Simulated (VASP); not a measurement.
VASP 6.6.1, PBE single-point calculation, KBr (strained CsCl)

INCAR

```
LASPH = .TRUE.
EDIFF = 1E-7
NBANDS = 15
GGA = PE
SIGMA = 0.02
IBRION = -1
LWAVE = .FALSE.
ENCUT = 520
NELM = 120
PREC = Accurate
LCHARG = .FALSE.
LREAL = .FALSE.
NSW = 0
ISMEAR = -1
ISIF = 2
```

KPOINTS

```
KPOINTS created by Atomic Simulation Environment
0
Gamma
6 6 6
0 0 0
```

KPOINTS_OPT

```
special points
4
Reciprocal
0.0000000000 0.0000000000 0.0000000000 1
0.0000000000 0.5000000000 0.0000000000 1
0.5000000000 0.5000000000 0.0000000000 1
0.5000000000 0.5000000000 0.5000000000 1
```

POSCAR

```
K  Br
 1.0000000000000000
     3.9627360450000002    0.0000000000000000    0.0000000000000000
     0.0000000000000000    3.9627360450000002    0.0000000000000000
     0.0000000000000000    0.0000000000000000    3.9627360450000002
 K   Br
   1   1
Cartesian
  0.0000000000000000  0.0000000000000000  0.0000000000000000
  1.9813680224999999  1.9813680224999999  1.9813680224999999
```

VASP ran with the recommended PBE PAW datasets (16 valence electrons in the cell).

Command

```
mpirun -np 1 vasp_std
```

OSZICAR

```
N       E                     dE             d eps       ncg     rms          rms(c)
DAV:   1     0.102328067262E+03    0.10233E+03   -0.70784E+03   600   0.958E+02
DAV:   2    -0.261661302739E+00   -0.10259E+03   -0.95837E+02   789   0.239E+02
DAV:   3    -0.603221793789E+01   -0.57706E+01   -0.57449E+01   818   0.494E+01
DAV:   4    -0.625407441497E+01   -0.22186E+00   -0.22179E+00   907   0.839E+00
DAV:   5    -0.625627352213E+01   -0.21991E-02   -0.21991E-02   839   0.942E-01    0.285E+00
DAV:   6    -0.609020819123E+01    0.16607E+00   -0.14381E-01   754   0.223E+00    0.213E+00
DAV:   7    -0.606280686580E+01    0.27401E-01   -0.88259E-02   761   0.191E+00    0.999E-01
DAV:   8    -0.606556963410E+01   -0.27628E-02   -0.13150E-02   741   0.843E-01    0.105E-01
DAV:   9    -0.606575921017E+01   -0.18958E-03   -0.39583E-04   838   0.158E-01    0.768E-02
DAV:  10    -0.606590066408E+01   -0.14145E-03   -0.18218E-04   635   0.956E-02    0.124E-02
DAV:  11    -0.606590347630E+01   -0.28122E-05   -0.10882E-05   782   0.232E-02    0.549E-03
DAV:  12    -0.606590349858E+01   -0.22282E-07   -0.18870E-06   677   0.112E-02    0.259E-03
DAV:  13    -0.606590364306E+01   -0.14448E-06   -0.92818E-08   694   0.265E-03    0.131E-03
DAV:  14    -0.606590359359E+01    0.49470E-07   -0.79843E-08   547   0.182E-03
   1 F= -.60659036E+01 E0= -.60659036E+01  d E =-.112852E-10
       N       E                     dE             ncg
DAV:   1     0.284006053809E+03   -0.18456E+04      120
DAV:   2    -0.101994979878E+03   -0.38600E+03      162
DAV:   3    -0.122423511680E+03   -0.20429E+02      148
DAV:   4    -0.123023606644E+03   -0.60009E+00      174
DAV:   5    -0.123028798644E+03   -0.51920E-02      162
DAV:   6    -0.123028971032E+03   -0.17239E-03      166
DAV:   7    -0.123028971642E+03   -0.61066E-06      169
DAV:   8    -0.123028971650E+03   -0.76847E-08      116
```

From OUTCAR

```
k-points           NKPTS =     20   k-points in BZ     NKDIM =     20   number of bands    NBANDS=     15

   NELECT =      16.0000    total number of electrons

   dimension x,y,z NGX =    30 NGY =   30 NGZ =   30
   dimension x,y,z NGXF=    60 NGYF=   60 NGZF=   60

  energy-cutoff  :      520.00
  volume of cell :       62.23
      direct lattice vectors                 reciprocal lattice vectors
     3.962736045  0.000000000  0.000000000     0.252350898  0.000000000  0.000000000
     0.000000000  3.962736045  0.000000000     0.000000000  0.252350898  0.000000000
     0.000000000  0.000000000  3.962736045     0.000000000  0.000000000  0.252350898

 k-points in reciprocal lattice and weights: KPOINTS created by Atomic Simulation Env
   0.00000000  0.00000000  0.00000000       0.005
   0.16666667  0.00000000  0.00000000       0.028
   0.33333333  0.00000000  0.00000000       0.028
   0.50000000  0.00000000  0.00000000       0.014
   0.16666667  0.16666667  0.00000000       0.056
   0.33333333  0.16666667  0.00000000       0.111
   0.50000000  0.16666667  0.00000000       0.056
   0.33333333  0.33333333  0.00000000       0.056
   ...

 E-fermi :  -0.0354

 k-point     1 :       0.0000    0.0000    0.0000
  band No.  band energies     occupation
      1     -29.0412      2.00000
      2     -13.3575      2.00000
      3     -12.4610      2.00000
      4     -12.4610      2.00000
      5     -12.4610      2.00000
      6      -0.7348      2.00000
      7      -0.7348      2.00000
      8      -0.7348      2.00000
      9       3.6020      0.00000
     10       5.3222      0.00000
     11       5.3222      0.00000
     12       9.3288      0.00000
     13       9.3288      0.00000
     14       9.3288      0.00000
     15      12.0690      0.00000

 k-point     2 :       0.1667    0.0000    0.0000
  band No.  band energies     occupation
      1     -29.0379      2.00000
      2     -13.4041      2.00000
      3     -12.4549      2.00000
      4     -12.4549      2.00000
      5     -12.4085      2.00000
      6      -1.3314      2.00000
      7      -0.7304      2.00000
      8      -0.7304      2.00000
      9       4.2502      0.00000
     10       5.5436      0.00000
     11       5.9443      0.00000
     12       9.2511      0.00000
     13       9.2511      0.00000
     14       9.4499      0.00000
     15      11.0647      0.00000

 k-point     3 :       0.3333    0.0000    0.0000
  band No.  band energies     occupation
      1     -29.0313      2.00000
      2     -13.4932      2.00000
      3     -12.4427      2.00000
      4     -12.4427      2.00000
      5     -12.3033      2.00000
      6      -2.2185      2.00000
      7      -0.7224      2.00000
      8      -0.7224      2.00000
      9       5.4486      0.00000
     10       6.1618      0.00000
     11       7.1567      0.00000
     12       9.2421      0.00000
     13       9.2421      0.00000
     14       9.4190      0.00000
     15       9.7298      0.00000

 k-point     4 :       0.5000    0.0000    0.0000
  band No.  band energies     occupation
      1     -29.0280      2.00000
      2     -13.5360      2.00000
      3     -12.4366      2.00000
      4     -12.4366      2.00000
      5     -12.2498      2.00000
      6      -2.5825      2.00000
      7      -0.7189      2.00000
      8      -0.7189      2.00000
      9       6.2598      0.00000
     10       6.7270      0.00000
     11       7.5300      0.00000
     12       8.4626      0.00000
     13       9.3839      0.00000
     14       9.3839      0.00000
     15       9.8966      0.00000

 k-point     5 :       0.1667    0.1667    0.0000
  band No.  band energies     occupation
      1     -29.0347      2.00000
      2     -13.4096      2.00000
      3     -12.5043      2.00000
      4     -12.4492      2.00000
      5     -12.3516      2.00000
      6      -1.4027      2.00000
      7      -1.1286      2.00000
      8      -0.7118      2.00000
      9       4.7752      0.00000
     10       5.8936      0.00000
     11       6.3089      0.00000
     12       8.7957      0.00000
     13       9.0499      0.00000
     14       9.7905      0.00000
     15      11.1848      0.00000

 k-point     6 :       0.3333    0.1667    0.0000
  band No.  band energies     occupation
      1     -29.0282      2.00000
      2     -13.4341      2.00000
      3     -12.5082      2.00000
      4     -12.4378      2.00000
      5     -12.3158      2.00000
      6      -2.1078      2.00000
      7      -1.1292      2.00000
      8      -0.6748      2.00000
      9       5.7061      0.00000
     10       6.2627      0.00000
     11       7.3219      0.00000
     12       8.5578      0.00000
     13       8.8476      0.00000
     14       9.4793      0.00000
     15      10.1655      0.00000

 k-point     7 :       0.5000    0.1667    0.0000
  band No.  band energies     occupation
      1     -29.0249      2.00000
      2     -13.4524      2.00000
      3     -12.4870      2.00000
      4     -12.4321      2.00000
      5     -12.3132      2.00000
      6      -2.4381      2.00000
      7      -1.0857      2.00000
      8      -0.6564      2.00000
      9       6.3413      0.00000
     10       6.3945      0.00000
     11       7.5700      0.00000
     12       8.7261      0.00000
     13       8.7987      0.00000
     14       8.8444      0.00000
     15      10.0368      0.00000

 k-point     8 :       0.3333    0.3333    0.0000
  band No.  band energies     occupation
      1     -29.0219      2.00000
      2     -13.3065      2.00000
      3     -12.5906      2.00000
      4     -12.4279      2.00000
      5     -12.3967      2.00000
      6      -1.9448      2.00000
      7      -1.7202      2.00000
      8      -0.5758      2.00000
      9       5.5470      0.00000
     10       6.2023      0.00000
     11       7.9656      0.00000
     12       8.3898      0.00000
     13       8.5633      0.00000
     14       8.9077      0.00000
     15      10.5978      0.00000

 k-point     9 :       0.5000    0.3333    0.0000
  band No.  band energies     occupation
      1     -29.0188      2.00000
      2     -13.2390      2.00000
      3     -12.5855      2.00000
      4     -12.4863      2.00000
      5     -12.4230      2.00000
      6      -2.1274      2.00000
      7      -1.6952      2.00000
      8      -0.5243      2.00000
      9       5.2600      0.00000
     10       6.2310      0.00000
     11       7.9259      0.00000
     12       7.9892      0.00000
     13       8.7398      0.00000
     14       9.7422      0.00000
     15      10.6591      0.00000

 k-point    10 :       0.5000    0.5000    0.0000
  band No.  band energies     occupation
      1     -29.0157      2.00000
      2     -13.0716      2.00000
      3     -12.6336      2.00000
      4     -12.6336      2.00000
      5     -12.4184      2.00000
      6      -1.9577      2.00000
      7      -1.9577      2.00000
      8      -0.4542      2.00000
      9       4.7772      0.00000
     10       6.0961      0.00000
     11       7.6241      0.00000
     12       7.6241      0.00000
     13      10.2604      0.00000
     14      10.2604      0.00000
     15      10.7246      0.00000

 k-point    11 :       0.1667    0.1667    0.1667
  band No.  band energies     occupation
      1     -29.0315      2.00000
      2     -13.3938      2.00000
      3     -12.4972      2.00000
      4     -12.4972      2.00000
      5     -12.3247      2.00000
      6      -1.3891      2.00000
      7      -1.1226      2.00000
      8      -1.1226      2.00000
      9       5.2985      0.00000
     10       6.4076      0.00000
     11       6.4076      0.00000
     12       8.6558      0.00000
     13       8.6558      0.00000
     14       9.2507      0.00000
     15      11.4491      0.00000

 k-point    12 :       0.3333    0.1667    0.1667
  band No.  band energies     occupation
      1     -29.0251      2.00000
      2     -13.3761      2.00000
      3     -12.5153      2.00000
      4     -12.4829      2.00000
      5     -12.3315      2.00000
      6      -2.0111      2.00000
      7      -1.1116      2.00000
      8      -1.0820      2.00000
      9       6.1195      0.00000
     10       6.6083      0.00000
     11       7.1405      0.00000
     12       8.3530      0.00000
     13       8.5410      0.00000
     14       8.7449      0.00000
     15      11.0560      0.00000

 k-point    13 :       0.5000    0.1667    0.1667
  band No.  band energies     occupation
      1     -29.0219      2.00000
      2     -13.3753      2.00000
      3     -12.4860      2.00000
      4     -12.4757      2.00000
      5     -12.3637      2.00000
      6      -2.3276      2.00000
      7      -1.1065      2.00000
      8      -0.9912      2.00000
      9       6.6449      0.00000
     10       6.7069      0.00000
     11       6.8110      0.00000
     12       8.5869      0.00000
     13       8.5997      0.00000
     14       9.0488      0.00000
     15      10.6526      0.00000

 ...

  Total        0.4152059      0.4152059      0.4152059      0.0000000      0.0000000      0.0000000
  in kB       10.6902688     10.6902688     10.6902688      0.0000000      0.0000000      0.0000000
  external PRESSURE =      10.6902688 kB  Pullay stress =       0.0000000 kB

 POSITION                                       TOTAL-FORCE (eV/Angst)
 -----------------------------------------------------------------------------------
      0.00000      0.00000      0.00000         0.000000      0.000000      0.000000
      1.98137      1.98137      1.98137         0.000000      0.000000      0.000000
 -----------------------------------------------------------------------------------
    total drift:                                0.000000      0.000000     -0.000000

  FREE ENERGIE OF THE ION-ELECTRON SYSTEM (eV)
  ---------------------------------------------------
  free  energy   TOTEN  =        -6.0659035936 eV

  energy  without entropy=       -6.0659035936  energy(sigma->0) =       -6.06590359
```

The gap between bands v and c is 4.06 eV and the least direct gap is 4.34 eV. The pressure is 1.1 GPa.

Band v is the last that the valence electrons fill when counted band by band, and c is the next.

The run took about 24 s on one core of a shared host (Intel Xeon Platinum 8488C) and held 0.18 GiB at most.
